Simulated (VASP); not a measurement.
The system is RbCl.

```xyz
2
Lattice="0.0000 3.2740 3.2740 3.2740 0.0000 3.2740 3.2740 3.2740 0.0000" Properties=species:S:1:pos:R:3 pbc="T T T"
Rb    0.0000    0.0000    0.0000
Cl    3.2740    3.2740    3.2740
```

Program: VASP 6.6.1. Alike in all runs: task band structure; no spin polarisation; cell as given; k mesh 8 × 8 × 8; cutoff (eV) 520; smearing gaussian 0.02 eV.

Question: Order these runs on this cell by their band gap on the k mesh, lowest first.
A. level PBE; potentials or basis VASP PAW PBE potentials, release 64 (Rb_sv, Cl)
B. level LDA; potentials or basis VASP PAW LDA potentials, release 64 (Rb_sv, Cl)
C. level PBEsol; potentials or basis VASP PAW PBE potentials, release 64 (Rb_sv, Cl)

Answer: B (4.60 eV), C (4.89 eV), A (5.05 eV).

